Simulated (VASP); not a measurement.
# AlN (Fm-3m) in VASP: further runs

Runs on AlN. Level: PBE. Tasks: relaxation of cell and atoms.

Program: VASP 6.6.1. These are calculated values, not measurements. Logs are shortened: lines on timing, memory, paths and dates and some standing lists are left out, and cuts for length are marked.

**1. Starting point**

Symmetry: Fm-3m, No. 225, cubic system. Conventional cell: a = 4.069 Å, b = 4.069 Å, c = 4.069 Å, α = 90.00°, β = 90.00°, γ = 90.00°. Al (site symmetry m-3m) is surrounded by 6 N at 2.03 Å. Around N (site symmetry m-3m) lie 6 Al at 2.03 Å.

Measurements of this composition are mostly on another form, of space group No. 186.

**2. Relaxation of cell and atoms, PBE**

INCAR

```
SYSTEM = AlN
  PREC = Accurate
  ENCUT = 600
  EDIFF = 1E-6
  ISMEAR = 0
  SIGMA = 0.03
  LREAL = .False.
  LASPH = .True.
  NELM = 80
  ALGO = Normal
  ISIF = 3
  LWAVE = .False.
  LCHARG = .False.
  GGA = PE
  IBRION = 2
  NSW = 90
  EDIFFG = -0.01
```

KPOINTS

```
Automatic mesh
0
Gamma
  12 12 12
  0 0 0
```

POSCAR

```
AlN
1.0
    0.0000000000      2.0345180000      2.0345180000
    2.0345180000      0.0000000000      2.0345180000
    2.0345180000      2.0345180000      0.0000000000
Al N
1 1
Direct
    0.5000000000      0.5000000000      0.5000000000
    0.0000000000      0.0000000000      0.0000000000
```

Potentials or basis: VASP PAW PBE potentials, release 64 (Al, N).

The run is started by

```sh
$ cat potpaw_PBE.64/Al/POTCAR potpaw_PBE.64/N/POTCAR > POTCAR
$ mpirun -np 1 vasp_std > vasp.out
```

OUTCAR:

```text
SYSTEM = AlN
   PREC = Accurate
   ENCUT = 600
   EDIFF = 1E-6
   ISMEAR = 0
   LREAL = .False.
   LASPH = .True.
   NELM = 80
   ISIF = 3
   GGA = PE
   IBRION = 2
   NSW = 90
   EDIFFG = -0.01

 ion  position               nearest neighbor table
   1  0.500  0.500  0.500-   2 2.03   2 2.03   2 2.03   2 2.03   2 2.03   2 2.03
   2  0.000  0.000  0.000-   1 2.03   1 2.03   1 2.03   1 2.03   1 2.03   1 2.03

  LATTYP: Found a face centered cubic cell.
 ALAT       =     4.0690360000

  Lattice vectors:

 A1 = (   0.0000000000,   2.0345180000,   2.0345180000)
 A2 = (   2.0345180000,   0.0000000000,   2.0345180000)
 A3 = (   2.0345180000,   2.0345180000,   0.0000000000)

Analysis of symmetry for initial positions (statically):
=====================================================================
 Subroutine PRICEL returns:
 Original cell was already a primitive cell.

 Routine SETGRP: Setting up the symmetry group for a
 face centered cubic supercell.

 Subroutine GETGRP returns: Found 48 space group operations
 (whereof 48 operations were pure point group operations)
 out of a pool of 48 trial point group operations.

The static configuration has the point symmetry O_h .

Analysis of symmetry for dynamics (positions and initial velocities):
=====================================================================
 Subroutine PRICEL returns:
 Original cell was already a primitive cell.

 Routine SETGRP: Setting up the symmetry group for a
 face centered cubic supercell.

 Subroutine GETGRP returns: Found 48 space group operations
 (whereof 48 operations were pure point group operations)
 out of a pool of 48 trial point group operations.

The dynamic configuration has the point symmetry O_h .

 Subroutine INISYM returns: Found 48 space group operations
 (whereof 48 operations are pure point group operations),
 and found     1 'primitive' translations

----------------------------------------------------------------------------------------

                                     Primitive cell

  volume of cell :      16.8428

  direct lattice vectors                    reciprocal lattice vectors
     0.000000000  2.034518000  2.034518000    -0.245758455  0.245758455  0.245758455
     2.034518000  0.000000000  2.034518000     0.245758455 -0.245758455  0.245758455
     2.034518000  2.034518000  0.000000000     0.245758455  0.245758455 -0.245758455

  length of vectors
     2.877242948  2.877242948  2.877242948     0.425666130  0.425666130  0.425666130

  position of ions in fractional coordinates (direct lattice)
     0.500000000  0.500000000  0.500000000
     0.000000000  0.000000000  0.000000000

  ion indices of the primitive-cell ions
   primitive index   ion index
                 1           1
                 2           2

----------------------------------------------------------------------------------------

 KPOINTS: Automatic mesh

Automatic generation of k-mesh.
 Grid dimensions read from file:
 generate k-points for:   12   12   12

 Generating k-lattice:

  Cartesian coordinates                     Fractional coordinates (reciprocal lattice)
    -0.020479871  0.020479871  0.020479871     0.083333333  0.000000000  0.000000000
     0.020479871 -0.020479871  0.020479871     0.000000000  0.083333333  0.000000000
     0.020479871  0.020479871 -0.020479871     0.000000000  0.000000000  0.083333333

  Length of vectors
     0.035472178  0.035472178  0.035472178

  Shift w.r.t. Gamma in fractional coordinates (k-lattice)
     0.000000000  0.000000000  0.000000000

 Subroutine IBZKPT returns following result:
 ===========================================

 Found     72 irreducible k-points:

 Following reciprocal coordinates:
            Coordinates               Weight
  0.000000  0.000000  0.000000      1.000000
  0.083333  0.000000  0.000000      8.000000
  0.166667  0.000000  0.000000      8.000000
  0.250000  0.000000  0.000000      8.000000
  0.333333  0.000000  0.000000      8.000000
  0.416667  0.000000  0.000000      8.000000
[... 16 lines left out ...]
  0.500000  0.166667  0.000000     24.000000
 -0.416667  0.166667  0.000000     24.000000
 [... further k-points ...]
   k-points           NKPTS =     72   k-points in BZ     NKDIM =     72   number of bands    NBANDS=      8
   number of dos      NEDOS =    301   number of ions     NIONS =      2
   total plane-waves  NPLWV =  13824
   dimension x,y,z NGX =    24 NGY =   24 NGZ =   24
   dimension x,y,z NGXF=    48 NGYF=   48 NGZF=   48
   ions per type =               1   1
   NGX,Y,Z   is equivalent  to a cutoff of  13.87, 13.87, 13.87 a.u.
   NGXF,Y,Z  is equivalent  to a cutoff of  27.73, 27.73, 27.73 a.u.
 SYSTEM =  AlN
   PREC   = accura    normal or accurate (medium, high low for compatibility)
   ISTART =      0    job   : 0-new  1-cont  2-samecut
   ICHARG =      2    charge: 1-file 2-atom 10-const
   ISPIN  =      1    spin polarized calculation?
   LNONCOLLINEAR =      F non collinear calculations
   LSORBIT =      F    spin-orbit coupling
   LASPH  =      T    aspherical Exc in radial PAW
   ENCUT  =  600.0 eV  44.10 Ry    6.64 a.u.   5.75  5.75  5.75*2*pi/ulx,y,z
   NELM   =     80;   NELMIN=  2; NELMDL= -5     # of ELM steps
   EDIFF  = 0.1E-05   stopping-criterion for ELM
   LREAL  =      F    real-space projection
   EDIFFG = -.1E-01   stopping-criterion for IOM
   NSW    =     90    number of steps for IOM
   IBRION =      2    ionic relax: 0-MD 1-quasi-New 2-CG
   NFREE  =      1    steps in history (QN), initial steepest desc. (CG)
   ISIF   =      3    stress and relaxation
   ISYM   =      2    0-nonsym 1-usesym 2-fastsym
   POTIM  = 0.5000    time-step for ionic-motion
   TEBEG  =    0.0;   TEEND  =   0.0 temperature during run
   PSTRESS=    0.0 pullay stress
   NELECT =       8.0000    total number of electrons
   NUPDOWN=      -1.0000    fix difference up-down
   EMIN   =  10.00;   EMAX   =-10.00  energy-range for DOS
   EFERMI =   0.00;   METHOD = LEGACY
   ISMEAR =     0;   SIGMA  =   0.03  broadening in eV -4-tet -1-fermi 0-gaus
   EFERMI_NEDOS =   21; number of points for ismear=-14 and -15
   IALGO  =     38    algorithm
   IMIX   =      4    mixing-type and parameters
     AMIX     =   0.40;   BMIX     =  1.00
     AMIX_MAG =   1.60;   BMIX_MAG =  1.00
  volume/ion in A,a.u.               =       8.42        56.83
  Fermi-wavevector in a.u.,A,eV,Ry     =   1.277321  2.413786 22.198561  1.631548
  Thomas-Fermi vector in A             =   2.409927
   LORBIT       =      0    0 simple, 1 ext, 2 COOP (PROOUT), +10 PAW based schemes
   GGA     = PE    functional components
   LHFCALC =     F    Hartree Fock is set to
   AEXX    =    0.0000 exact exchange contribution
   IVDW    =     0    specifies the selected vdW correction
   LEPSILON=     F    determine dielectric tensor
   LRPA    =     F    only Hartree local field effects (RPA)
 conjugate gradient relaxation of ions
 non-spin polarized calculation
 Gauss-broadening in eV      SIGMA  =   0.03
  energy-cutoff  :      600.00
  volume of cell :       16.84
 maximum number of plane-waves:       588
   NGX = 11   NGY = 11   NGZ = 11

 number of electron       7.9999999 magnetization

 Free energy of the ion-electron system (eV)
  ---------------------------------------------------
  ext. energy  EPLUGINS =         0.00000000
  ---------------------------------------------------
  free energy    TOTEN  =       -14.54768091 eV

  energy without entropy =      -14.54768091  energy(sigma->0) =      -14.54768091

 E-fermi :   9.8958     XC(G=0): -12.1965

 val. band max:        9.7178995636   @ k =   0.0000   0.0000   0.0000
 cond. band min:      14.1416343915   @ k =   0.5000   0.5000   0.0000
 fundamental gap:      4.4237348279
 Fermi energy:         9.8957658051

 k-point     1 :       0.0000    0.0000    0.0000
  band No.  band energies     occupation
      1      -7.6636      2.00000
      2       9.7179      2.00000
      3       9.7179      2.00000
      4       9.7179      2.00000
      5      15.1246      0.00000
      6      21.8233      0.00000
      7      21.8233      0.00000
      8      21.8233      0.00000

 k-point     2 :       0.0833    0.0000    0.0000
  band No.  band energies     occupation
      1      -7.5234      2.00000
      2       8.9832      2.00000
      3       9.6345      2.00000
      4       9.6345      2.00000
      5      15.6024      0.00000
      6      21.1207      0.00000
      7      22.0344      0.00000
      8      22.0344      0.00000

 k-point     3 :       0.1667    0.0000    0.0000
  band No.  band energies     occupation
      1      -7.1115      2.00000
      2       7.3375      2.00000
      3       9.4191      2.00000
      4       9.4191      2.00000
      5      16.3284      0.00000
      6      20.3791      0.00000
      7      22.3210      0.00000
      8      22.3210      0.00000

 k-point     4 :       0.2500    0.0000    0.0000
  band No.  band energies     occupation
      1      -6.4593      2.00000
      2       5.4199      2.00000
      3       9.1495      2.00000
      4       9.1495      2.00000
      5      16.4264      0.00000
      6      20.6894      0.00000
      7      21.9012      0.00000
      8      21.9012      0.00000

 k-point     5 :       0.3333    0.0000    0.0000
  band No.  band energies     occupation
      1      -5.6427      2.00000
      2       3.5786      2.00000
      3       8.9033      2.00000
      4       8.9033      2.00000
      5      16.1085      0.00000
      6      21.2137      0.00000
      7      21.2137      0.00000
      8      21.6349      0.00000
[... 177 lines left out ...]
 k-point    22 :       0.4167    0.1667    0.0000
  band No.  band energies     occupation
      1      -4.9777      2.00000
      2       3.3451      2.00000
      3       7.4684      2.00000
      4       8.1307      2.00000
      5      16.9173      0.00000
      6      19.2296      0.00000
      7      20.7450      0.00000
      8      22.5274      0.00000

 k-point    23 :       0.5000    0.1667    0.0000
  band No.  band energies     occupation
      1      -4.3303      2.00000
      2       2.2874      2.00000
      3       7.0169      2.00000
      4       8.1635      2.00000
      5      16.8861      0.00000
      6      19.0155      0.00000
      7      21.9145      0.00000
      8      21.9483      0.00000

 k-point    24 :      -0.4167    0.1667    0.0000
  band No.  band energies     occupation
      1      -4.2183      2.00000
      2       2.1280      2.00000
      3       6.7374      2.00000
      4       8.3425      2.00000
      5      17.0960      0.00000
      6      19.0230      0.00000
      7      21.6089      0.00000
      8      22.2574      0.00000

 [... further k-points ...]

------------------------ aborting loop because EDIFF is reached ----------------------------------------

  FORCE on cell =-STRESS in cart. coord.  units (eV):
  Direction    XX          YY          ZZ          XY          YZ          ZX
  --------------------------------------------------------------------------------------
  -------------------------------------------------------------------------------------
  Total       -0.0148733     -0.0148733     -0.0148733     -0.0000000     -0.0000000      0.0000000
  in kB       -1.4148224     -1.4148224     -1.4148224     -0.0000000     -0.0000000      0.0000000
  external PRESSURE =      -1.4148224 kB  Pullay stress =       0.0000000 kB

 VOLUME and BASIS-vectors are now :
 -----------------------------------------------------------------------------
  energy-cutoff  :      600.00
  volume of cell :       16.84
      direct lattice vectors                 reciprocal lattice vectors
     0.000000000  2.034518000  2.034518000    -0.245758455  0.245758455  0.245758455
     2.034518000  0.000000000  2.034518000     0.245758455 -0.245758455  0.245758455
     2.034518000  2.034518000  0.000000000     0.245758455  0.245758455 -0.245758455

 POSITION                                       TOTAL-FORCE (eV/Angst)
 -----------------------------------------------------------------------------------
      2.03452      2.03452      2.03452         0.000000     -0.000000      0.000000
      0.00000      0.00000      0.00000        -0.000000      0.000000     -0.000000
 -----------------------------------------------------------------------------------
    total drift:                                0.000000     -0.000000     -0.000000

  FREE ENERGIE OF THE ION-ELECTRON SYSTEM (eV)
  ---------------------------------------------------
  free  energy   TOTEN  =       -14.5476809131 eV

  energy  without entropy=      -14.5476809131  energy(sigma->0) =      -14.54768091

 reached required accuracy - stopping structural energy minimisation
```

Wall time 4 s (1 thread of Intel Xeon 6975P-C (Granite Rapids), shared host); peak memory 0.13 GiB.

What came out:

```
Free energy             : -14.5477 eV
Pressure after relaxing : -0.1 GPa
Band gap on the k mesh  : 4.42 eV, indirect (least direct gap 5.41 eV)
```

Final structure:
```xyz
2
Lattice="0.0000 2.0345 2.0345 2.0345 0.0000 2.0345 2.0345 2.0345 0.0000" Properties=species:S:1:pos:R:3 pbc="T T T"
Al    2.0345    2.0345    2.0345
N     0.0000    0.0000    0.0000
```

Levels at points of the mesh, in eV from the valence-band top:
| k point | band 1 | band 2 | band 3 | band 4 | band 5 | band 6 | band 7 | band 8 |
| --- | --- | --- | --- | --- | --- | --- | --- | --- |
| (0.00, 0.00, 0.00) | -17.38 | 0.00 | 0.00 | 0.00 | 5.41 | 12.11 | 12.11 | 12.11 |
| (0.50, 0.00, 0.00) | -14.20 | -8.18 | -1.04 | -1.04 | 6.02 | 10.85 | 10.85 | 13.01 |
| (0.50, 0.50, 0.00) | -13.24 | -7.25 | -2.75 | -2.75 | 4.42 | 5.33 | 13.82 | 16.95 |

Caveat: the relaxation stopped at its first step, so nothing moved. A hybrid or GW would open this gap; PBE tends to underestimate it.

(Part 1 of 2 ends here.)
